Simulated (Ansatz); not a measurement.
## What DFT gives for In

```yaml
crystal:
  lattice:
    - [-1.60594, 1.60594, 2.44204]
    - [1.60594, -1.60594, 2.44204]
    - [1.60594, 1.60594, -2.44204]
  atoms:
    - { symbol: In, position: [0.00000, 0.00000, 0.00000] }
```

Level: r2SCAN, no spin polarisation; 500 eV; 15×15×15 Γ-centred mesh; fermi-dirac occupations (width 0.1 eV); Ansatz 0.2.0, fixed geometry.

Task: Is there a gap?

Result: It is a metal, with about 0.38 states/eV a cell as the mean within 0.25 eV of the Fermi level, mostly In p (64 %) and In s (33 %).

Task: Is the cell too large or too small?

Result: The pressure is 2.0 GPa (compression positive), so with the atoms held at these fractions the cell would first expand.

Task: What do density and ELF say about some of the short contacts?

Result: In–In at 3.21 Å: least valence density 0.16 e/Å³ and ELF 0.34 there. These are pseudo-fields; inside the PAW spheres they differ from the all-electron ones.

Origin: a database entry at a rescaled volume.
